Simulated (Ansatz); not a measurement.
# CdF2 (Fm-3m) in Ansatz: further runs, part 3 of 3

Ansatz 0.2.0. Earlier steps stand in the parts before.

### Step 5. Relaxation of cell and atoms, PBE, target pressure 10 GPa, at which the enthalpy is minimised

Contents of input.yaml:

```yaml
crystal:
  lattice:
    - [0.0, 2.694, 2.694]
    - [2.694, 0.0, 2.694]
    - [2.694, 2.694, 0.0]
  atoms:
    - { symbol: Cd, position: [0.0, 0.0, 0.0] }
    - { symbol: F, position: [0.75, 0.75, 0.75] }
    - { symbol: F, position: [0.25, 0.25, 0.25] }
hamiltonian:
  xc: pbe
  pseudopotentials: { kind: paw }
kpoints:
  mp_grid: { grid: [9, 9, 9] }
scf:
  occupations: { method: fermi_dirac, width: 0.05 }
output:
  forces: true
  stress: true
  eigenvalues: true
  write_density: true
  write_potential: true
  elf: true
  volumetric_format: npy
relax:
  f_tol: 0.01
  max_steps: 40
  cell: { stress_tol: 0.05, p_target: 10.0 }
```

Potentials or basis: Ansatz PAW.

Started as:

```console
> ansatz run input.yaml --threads 2 --pin off --max-ram 5632MiB --backend cpu --events-out ev --progress --plain --runs-dir out
```

The program printed:

```text
Warning: RAYON_NUM_THREADS=2 ignored (pool sized by the plan → 2); use --threads N
Engine: ansatz 0.2.0, aarch64-unknown-linux-gnu
Pseudopotentials: kind: paw
Pseudopotential: Cd, paw, valence charge 20, recommended cutoff 420 eV (normal), Cd.paw.azcp
Pseudopotential: F, paw, valence charge 7, recommended cutoff 420 eV (normal), F.paw.azcp
Functional definition: PBE
  parameter kappa = 0.804
  parameter beta = 0.06672455060314922
  exchange = pbe_x(kappa = kappa, mu = beta*pi^2/3)
  correlation = pbe_c(beta = beta)
Crystal: 3 atoms, lattice volume = 39.104 Å³
Basis set: ecut = 420 eV, 749 PW (Γ), exchange–correlation on 54×54×54 points (8 copies of the dense FFT grid, shifted against one another)
Bands: 21, of which v1, the nominal top of the filled ones, is band 17 counted from 1 (16 counted from 0)
Symmetry: 48 space group operations
Space group: Fm-3m (ITA 225), of the structure as read, at distance tolerance 3.4e-5 Å
k-points: 35 of 729
Non-local potential: Cd, projectors of the file, l = 0: 3, l = 1: 2, l = 2: 2, l = 3: 1
Non-local potential: F, projectors of the file, l = 0: 2, l = 1: 2, l = 2: 1
PAW form: soft (Blöchl's): semilocal exchange-correlation on the pseudo side does not see the compensation charge
PAW one-centre angular grid: Cd, 590 points (default); XC on 64 Gauss nodes
PAW one-centre angular grid: F, 110 points (default); XC on 64 Gauss nodes
Initial density: superposition of atomic densities (neutral atoms: chi_scale 0, normalization atom), corrected by the library's trained network
Initial wavefunctions: pseudopotential atomic-orbital guess
Functional: x = pbe(κ = 0.804, μ = 0.2195149727645171), c = pbe(β = 0.06672455060314922)
SCF iter   1: F=—  HF=-9872.134532 eV  |F-HF|=—  |Δ(HF+E_count)|=         —  Δρ=5.60e-4  dr2=1.93e-5  ethr=1.77e-3  ⟨swp⟩=5.7  Hψ=2955  notcnv=0
preconditioner: auto → none  [insulator: Δε(μ)=3.129 eV  Ē_g=16.575 eV  σ=0.050 eV  W_gap=1.00  n_scr=14 (ndim 8)  ℏωp=30.3 eV  f_vac=0.125  D(μ)=0.00/eV (n_scr^D=0)  ε∞_Penn≈4.3]
SCF iter   2: F=—  HF=-9872.135540 eV  |F-HF|=—  |Δ(HF+E_count)|=   1.01e-3  Δρ=3.04e-4  dr2=1.52e-5  ethr=5.67e-8  ⟨swp⟩=3.1  Hψ=1939  notcnv=0
SCF iter   3: F=—  HF=-9872.135594 eV  |F-HF|=—  |Δ(HF+E_count)|=   5.37e-5  Δρ=1.72e-4  dr2=1.49e-6  ethr=4.48e-8  ⟨swp⟩=2.1  Hψ=1149  notcnv=0
SCF iter   4: F=—  HF=-9872.135632 eV  |F-HF|=—  |Δ(HF+E_count)|=   3.86e-5  Δρ=6.08e-5  dr2=3.93e-7  ethr=4.38e-9  ⟨swp⟩=2.0  Hψ=1190  notcnv=0
iter 5 did not close the SCF: its close was put off for the readings that it lacked (scf_convergence_deferred on its scf_iter line)
SCF iter   5: F=-9872.135636 eV  HF=-9872.135636 eV  |F-HF|=1.81e-8  |Δ(HF+E_count)|=   3.30e-6  Δρ=1.60e-5  dr2=6.29e-8  ethr=1.16e-9  ⟨swp⟩=2.0  Hψ=1190  notcnv=0
SCF iter   6: F=-9872.135636 eV  HF=-9872.135636 eV  |F-HF|=9.57e-10  |Δ(HF+E_count)|=   5.39e-8  Δρ=4.80e-6  dr2=5.00e-9  ethr=1.85e-10  ⟨swp⟩=4.9  Hψ=4081  notcnv=0
SCF 1 converged in 6 iterations: F = -9872.135636 eV  dr2 = 5.00e-9
relax step   1: F+E_penalty+E_count = -9872.13563570 eV  Δ(F+E_penalty+E_count) = +0.000e0 eV  max|allowed force component| = 2.891e-18 eV/Å  Δτ_max = 0.0000 Å  P = +5.456 GPa  Ω = 39.104 Å³  (6 SCF iters, dr2 threshold 1.00e-7 eV, accepted)
Crystal: 3 atoms, lattice volume = 37.605 Å³
Basis set: ecut = 420 eV, 725 PW (Γ), exchange–correlation on 54×54×54 points (8 copies of the dense FFT grid, shifted against one another)
Initial density: handed on by an earlier stage of this run
Initial wavefunctions: those handed on with the density
[... 39 lines left out ...]
SCF iter   4: F=-9872.071389 eV  HF=-9872.071389 eV  |F-HF|=4.12e-8  |Δ(HF+E_count)|=   1.80e-7  Δρ=1.91e-5  dr2=8.71e-8  ethr=5.58e-10  ⟨swp⟩=8.9  Hψ=4771  notcnv=0
SCF 5 converged in 4 iterations: F = -9872.071389 eV  dr2 = 8.71e-8
relax step   5: F+E_penalty+E_count = -9872.07138853 eV  Δ(F+E_penalty+E_count) = +4.105e-3 eV  max|allowed force component| = 3.624e-17 eV/Å  Δτ_max = 0.0000 Å  P = +9.995 GPa  Ω = 37.751 Å³  energy of the carried Pulay correction = +3.047e-4 eV  (4 SCF iters, dr2 threshold 1.90e-7 eV, accepted)
iter 1 solved again at ethr=1.53e-8 eV; its pass at ethr=3.10e-3 eV (dr2=5.19e-6 eV) is discarded
SCF iter   1: F=—  HF=-9872.070839 eV  |F-HF|=—  |Δ(HF+E_count)|=         —  Δρ=2.20e-5  dr2=6.16e-8  ethr=1.53e-8  ⟨swp⟩=3.0  Hψ=4998  notcnv=0
preconditioner: auto → none  [insulator: Δε(μ)=3.257 eV  Ē_g=16.864 eV  σ=0.050 eV  W_gap=1.00  n_scr=14 (ndim 8)  ℏωp=30.8 eV  f_vac=0.124  D(μ)=0.00/eV (n_scr^D=0)  ε∞_Penn≈4.3]
SCF iter   2: F=—  HF=-9872.071006 eV  |F-HF|=—  |Δ(HF+E_count)|=   1.67e-4  Δρ=1.06e-5  dr2=1.88e-8  ethr=1.81e-10  ⟨swp⟩=2.3  Hψ=1326  notcnv=0
SCF iter   3: F=—  HF=-9872.071006 eV  |F-HF|=—  |Δ(HF+E_count)|=   1.09e-8  Δρ=7.04e-6  dr2=9.57e-9  ethr=5.54e-11  ⟨swp⟩=2.0  Hψ=1190  notcnv=0
SCF iter   4: F=—  HF=-9872.071006 eV  |F-HF|=—  |Δ(HF+E_count)|=   2.74e-9  Δρ=1.51e-6  dr2=4.02e-10  ethr=2.82e-11  ⟨swp⟩=2.0  Hψ=1180  notcnv=0
SCF iter   5: F=—  HF=-9872.071006 eV  |F-HF|=—  |Δ(HF+E_count)|=  7.28e-11  Δρ=5.25e-7  dr2=5.96e-11  ethr=1.18e-12  ⟨swp⟩=2.0  Hψ=1321  notcnv=0
SCF iter   6: F=-9872.071006 eV  HF=-9872.071006 eV  |F-HF|=7.28e-12  |Δ(HF+E_count)|=  3.64e-12  Δρ=2.11e-7  dr2=6.71e-12  ethr=1.00e-12  ⟨swp⟩=5.0  Hψ=3016  notcnv=0
SCF 6 converged in 6 iterations: F = -9872.071006 eV  dr2 = 6.71e-12
relax step   6: F+E_penalty+E_count = -9872.07100640 eV  Δ(F+E_penalty+E_count) = +3.821e-4 eV  max|allowed force component| = 4.780e-17 eV/Å  Δτ_max = 0.0000 Å  P = +9.987 GPa  Ω = 37.751 Å³  stress off target by 1.33e-2 GPa  SCF on the basis re-selected at this cell (its energy is not comparable with the rows above)  (6 SCF iters)
basis re-selected at this cell: Δ(F+E_penalty+E_count) = +3.821e-4 eV, ΔP = -0.009 GPa vs the last step (what re-selecting the basis moved, of the pressure what is left beyond the Pulay correction that the steps carried, after the strain that the cell walked since its last selection, with what the two solves' SCF thresholds leave and, on support functions, any second-order correction that the steps lacked; it is no measure of the basis error at this ecutwfc). This SCF's stress stands 1.33e-2 GPa from its target on what of the cell is left free (relax.cell.stress_tol is 5.00e-2 GPa) and its largest allowed force component is 4.78e-17 eV/Å (relax.f_tol is 1.00e-2 eV/Å): within both
SCF converged after 6 iterations
Free energy (F): -9872.071006 eV
Harris-Foulkes:  -9872.071006 eV  (|F-HF|=7.28e-12)
Internal energy: -9872.071006 eV  (E = F + TS)
E sigma→0 (E₀):  -9872.071006 eV
Fermi energy:    8.699498 eV
--- Per-component energies (eV) ---
  E_band       = -463.013249
  E_kinetic    = 920.323308
  E_local      = -4164.469076  (includes V_loc(G=0)·N_el)
  E_nonlocal   = 184.442023
  E_hartree    = 1850.240091
  E_xc         = -335.767310
  E_vxc        = -425.469840  (∫ρ·V_xc dr)
  E_paw        = -4488.195101  (= ΣΔE_a)
  E_vpaw       = -678.324174  (= ΣTr[D̂ρ^β])
  E_aug_tail   = 0.004170  (compensation charges beyond the density's cutoff)
  E_ewald      = -3838.649112
  E_smearing   = -0.000000  (= −TS)
  E_closure    = -0.000000  (closes the sum)
  Σ components = -9872.071006   (vs F -9872.071006, Δ=0.00e0)
--- Forces (eV/Å), atoms counted from 1 ---
  atom   1  Cd     0.00000000    -0.00000000     0.00000000
  atom   2  F      0.00000000     0.00000000     0.00000000
  atom   3  F     -0.00000000    -0.00000000    -0.00000000
  max |Σ_I F_I| component: 3.47e-18 eV/Å
--- Stress (GPa, compression-positive) ---
        9.986677       0.000000      -0.000000
       -0.000000       9.986677      -0.000000
       -0.000000       0.000000       9.986677
  P = ⅓ Tr σ = 9.9867 GPa (99.867 kbar)
--- Band table (eV; the first three rows and the last of 35) ---
  k-point 0: bands = ["-91.3239", "-52.4355", "-52.4355", "-52.4355", "-14.0072", "-12.8070", "1.2651", "1.2651", "1.2651", "2.6313", "2.6313", "5.9234", "5.9234", "5.9234", "6.5433", "6.5433", "6.5433", "10.2228", "19.8599", "19.8599", "19.8599"]
  k-point 1: bands = ["-91.3239", "-52.4359", "-52.4356", "-52.4356", "-13.9642", "-12.8455", "1.3164", "1.3164", "1.4082", "2.6134", "2.6134", "5.5308", "5.8461", "5.8461", "6.4488", "6.5425", "6.5425", "10.6973", "19.2705", "20.0554", "20.0554"]
  k-point 2: bands = ["-91.3238", "-52.4368", "-52.4358", "-52.4358", "-13.8449", "-12.9516", "1.4433", "1.4433", "1.8042", "2.5893", "2.5893", "4.8505", "5.6152", "5.6152", "6.0075", "6.5593", "6.5593", "11.8206", "18.2223", "20.5808", "20.5808"]
  k-point 34: bands = ["-91.3237", "-52.4379", "-52.4375", "-52.4367", "-13.3937", "-13.3213", "1.8439", "2.2528", "2.2578", "2.5218", "2.5964", "3.4352", "4.3781", "5.1297", "5.6340", "6.3392", "6.9650", "15.2835", "17.9871", "19.3785", "19.3941"]
--- Relaxed structure (4 steps of the walk, 4 accepted, 2 SCFs on fresh bases) ---
  F+E_penalty+E_count = -9872.07100640 eV   max|allowed force component| = 4.780e-17 eV/Å   (the final SCF, on the basis selected at the relaxed cell)
  cell:  # Å, volume = 37.7512 Å³
    - [3.057223219737354e-34, 2.6625642176851176, 2.6625642176851176]
    - [2.6625642176851176, 1.7833802115134566e-34, 2.6625642176851176]
    - [2.6625642176851176, 2.6625642176851176, 1.4012273090462876e-34]
  atoms:
    - { symbol: Cd, position: [-3.504976441313486e-34, 3.0919874502203336e-34, 3.076162928397831e-34] }
    - { symbol: F, position: [0.7500000000000001, 0.7500000000000001, 0.7500000000000001] }
    - { symbol: F, position: [0.25000000000000006, 0.25000000000000006, 0.25000000000000006] }
```

v_z.tsv:

```text
# z_ang	v_es[eV]	v_tot[eV]
# format = ansatz-planar-average/11
# xc	pbe
# density_cutoff_ev	1680
# datasets	Cd=:simpson_from_first_knot:soft	F=:simpson_from_first_knot:soft
# lattice	0.000000000	2.662564218	2.662564218
# lattice	2.662564218	0.000000000	2.662564218
# lattice	2.662564218	2.662564218	0.000000000
# sites	3
# site	48	0.000000000	-0.000000000	-0.000000000
# site	9	3.993846327	3.993846327	3.993846327
# site	9	1.331282109	1.331282109	1.331282109
0.000000	4.955457e0	-7.634631e0
0.139461	4.731214e0	-7.834251e0
0.278921	4.220408e0	-8.307772e0
0.418382	3.749183e0	-8.645571e0
0.557842	3.523189e0	-8.602972e0
0.697303	3.654551e0	-8.115953e0
0.836763	4.242990e0	-7.000926e0
0.976224	5.254141e0	-5.373088e0
1.115684	6.568876e0	-3.355270e0
1.255145	8.068680e0	-1.058231e0
1.394605	9.585044e0	1.061692e0
1.534066	1.103160e1	3.007137e0
1.673526	1.231170e1	4.787113e0
1.812987	1.310765e1	5.808156e0
1.952447	1.310765e1	5.808156e0
2.091908	1.231170e1	4.787113e0
2.231369	1.103160e1	3.007137e0
2.370829	9.585044e0	1.061692e0
2.510290	8.068680e0	-1.058231e0
2.649750	6.568876e0	-3.355270e0
2.789211	5.254141e0	-5.373088e0
2.928671	4.242990e0	-7.000926e0
3.068132	3.654551e0	-8.115953e0
3.207592	3.523189e0	-8.602972e0
3.347053	3.749183e0	-8.645571e0
3.486513	4.220408e0	-8.307772e0
3.625974	4.731214e0	-7.834251e0
```

Wall time 5.1 s (2 threads of Arm Neoverse V2, shared host); peak memory 0.31 GiB.

What came out:

```
Free energy                                            : -9872.0710 eV
Relaxed volume                                         : 12.58 Å³/atom
Relaxed cell                                           : a = 3.765 Å, b = 3.765 Å, c = 3.765 Å, α = 60.00°, β = 60.00°, γ = 60.00°
Space group after relaxing (to 0.05 Å)                 : Fm-3m (No. 225)
Energy change on relaxing (the enthalpy is what falls) : +21.5 meV/atom
Ionic steps                                            : 6
Pressure after relaxing                                : 10.0 GPa
Band gap on the k mesh                                 : 3.26 eV, indirect (least direct gap 3.68 eV)
```

Step by step:
```csv
step,energy change (eV),largest force (eV/Å),volume (Å³)
1,0.0000,0.0000,39.10
2,0.0689,0.0000,37.61
3,0.0557,0.0000,37.82
4,0.0601,0.0000,37.82
5,0.0642,0.0000,37.75
6,0.0646,0.0000,37.75
```

Final structure:
```
Cd F
1.0
     0.00000    2.66256    2.66256
     2.66256    0.00000    2.66256
     2.66256    2.66256    0.00000
Cd F
1 2
Direct
  0.00000 0.00000 0.00000
  0.75000 0.75000 0.75000
  0.25000 0.25000 0.25000
```

Caveat: odd divisions of the mesh miss points on the zone boundary, where band edges often lie, so the gap on the mesh can be too wide; the plane-wave basis is chosen anew once the cell has moved, so the energies of steps on either side of that aren't comparable; the pressure holds a Pulay correction of +0.7 GPa for the finite cutoff.

### Step 6. Relaxation of cell and atoms, PBE, target pressure 20 GPa, at which the enthalpy is minimised

input.yaml, as its differences from that of step 5:

```diff
@@ -20,6 +20,2 @@
   eigenvalues: true
-  write_density: true
-  write_potential: true
-  elf: true
-  volumetric_format: npy
 relax:
@@ -27,2 +23,2 @@
   max_steps: 40
-  cell: { stress_tol: 0.05, p_target: 10.0 }
+  cell: { stress_tol: 0.05, p_target: 20.0 }
```

Potentials or basis: Ansatz PAW.

Started as:

```console
> ansatz run input.yaml --threads 2 --pin off --max-ram 5632MiB --backend cpu --events-out ev --progress --plain --runs-dir out
```

Run time: 5.8 s. Hardware: 2 threads of Arm Neoverse V2, shared host; peak memory 0.31 GiB.

It converged, with:

```
Free energy                                            : -9871.8604 eV
Relaxed volume                                         : 11.82 Å³/atom
Relaxed cell                                           : a = 3.688 Å, b = 3.688 Å, c = 3.688 Å, α = 60.00°, β = 60.00°, γ = 60.00°
Space group after relaxing (to 0.05 Å)                 : Fm-3m (No. 225)
Energy change on relaxing (the enthalpy is what falls) : +91.7 meV/atom
Ionic steps                                            : 7
Pressure after relaxing                                : 20.0 GPa
Band gap on the k mesh                                 : 3.49 eV, indirect (least direct gap 3.81 eV)
```

The path:
| step | energy change (eV) | largest force (eV/Å) | volume (Å³) |
| --- | --- | --- | --- |
| 1 | 0.0000 | 0.0000 | 39.10 |
| 2 | 0.4094 | 0.0000 | 34.44 |
| 3 | 0.2348 | 0.0000 | 35.72 |
| 4 | 0.2527 | 0.0000 | 35.57 |
| 5 | 0.2615 | 0.0000 | 35.57 |
| 6 | 0.2745 | 0.0000 | 35.46 |
| 7 | 0.2752 | 0.0000 | 35.46 |

Final structure:
```
Cd F
1.0
     0.00000    2.60756    2.60756
     2.60756    0.00000    2.60756
     2.60756    2.60756    0.00000
Cd F
1 2
Direct
  0.00000 0.00000 0.00000
  0.75000 0.75000 0.75000
  0.25000 0.25000 0.25000
```

Levels at points of the mesh, in eV from the valence-band top:
| k point | band 14 | band 15 | band 16 | band 17 | band 18 | band 19 | band 20 | band 21 |
| --- | --- | --- | --- | --- | --- | --- | --- | --- |
| (0.00, 0.00, 0.00) | -1.23 | -0.33 | -0.33 | -0.33 | 3.49 | 13.17 | 13.17 | 13.17 |

Caveat: odd divisions of the mesh miss points on the zone boundary, where band edges often lie, so the gap on the mesh can be too wide; the plane-wave basis is chosen anew once the cell has moved, so the energies of steps on either side of that aren't comparable; the pressure holds a Pulay correction of +0.7 GPa for the finite cutoff.

### Step 7. Relaxation of cell and atoms, PBE, target pressure 30 GPa, at which the enthalpy is minimised

input.yaml, as its differences from that of step 6:

```diff
@@ -23,2 +23,2 @@
   max_steps: 40
-  cell: { stress_tol: 0.05, p_target: 20.0 }
+  cell: { stress_tol: 0.05, p_target: 30.0 }
```

Started as:

```console
> ansatz run input.yaml --threads 2 --pin off --max-ram 5632MiB --backend cpu --events-out ev --progress --plain --runs-dir out
```

Wall time 5.3 s (2 threads of Arm Neoverse V2, shared host); peak memory 0.31 GiB.

Results (log left out):

```
Free energy                                            : -9871.5949 eV
Relaxed volume                                         : 11.25 Å³/atom
Relaxed cell                                           : a = 3.627 Å, b = 3.627 Å, c = 3.627 Å, α = 60.00°, β = 60.00°, γ = 60.00°
Space group after relaxing (to 0.05 Å)                 : Fm-3m (No. 225)
Energy change on relaxing (the enthalpy is what falls) : +180.2 meV/atom
Ionic steps                                            : 7
Pressure after relaxing                                : 30.0 GPa
Band gap on the k mesh                                 : 3.67 eV, indirect (least direct gap 3.91 eV)
```

The path:
| step | energy change (eV) | largest force (eV/Å) | volume (Å³) |
| --- | --- | --- | --- |
| 1 | 0.0000 | 0.0000 | 39.10 |
| 2 | 0.5459 | 0.0000 | 33.66 |
| 3 | 0.5036 | 0.0000 | 33.89 |
| 4 | 0.5110 | 0.0000 | 33.85 |
| 5 | 0.5212 | 0.0000 | 33.85 |
| 6 | 0.5402 | 0.0000 | 33.74 |
| 7 | 0.5407 | 0.0000 | 33.74 |

Final structure:
```
CELL_PARAMETERS angstrom
0.00000 2.56476 2.56476
2.56476 0.00000 2.56476
2.56476 2.56476 0.00000
ATOMIC_POSITIONS crystal
Cd 0.00000 0.00000 0.00000
F 0.75000 0.75000 0.75000
F 0.25000 0.25000 0.25000
```

Levels at points of the mesh, in eV from the valence-band top:
```csv
k point,band 14,band 15,band 16,band 17,band 18,band 19,band 20,band 21
"(0.00, 0.00, 0.00)",-1.40,-0.24,-0.24,-0.24,3.67,13.37,13.37,13.37
```

Caveat: odd divisions of the mesh miss points on the zone boundary, where band edges often lie, so the gap on the mesh can be too wide; the plane-wave basis is chosen anew once the cell has moved, so the energies of steps on either side of that aren't comparable; the pressure holds a Pulay correction of +0.8 GPa for the finite cutoff. As with any semilocal functional, this PBE gap is likely too small.

### Step 8. Summary

| cell | target pressure (GPa) | gap on the mesh (eV) | pressure (GPa) |
| --- | --- | --- | --- |
| relaxed | 0 | 2.94 | 0.0 |
| relaxed to 2 GPa | 2 | 3.02 | 2.0 |
| relaxed to 5 GPa | 5 | 3.12 | 5.0 |
| relaxed to 10 GPa | 10 | 3.26 | 10.0 |
| relaxed to 20 GPa | 20 | 3.49 | 20.0 |
| relaxed to 30 GPa | 30 | 3.67 | 30.0 |

Alike in all rows: task relaxation of cell and atoms; level PBE; potentials or basis Ansatz PAW; no spin polarisation; k mesh 9 × 9 × 9; cutoff (eV) 420; smearing fermi-dirac 0.05 eV.

Caveats: odd divisions of the mesh miss points on the zone boundary, where band edges often lie, so the gap on the mesh can be too wide; the plane-wave basis is chosen anew once the cell has moved, so the energies of steps on either side of that aren't comparable.

Absolute energies hang on the potentials; compare differences alone.
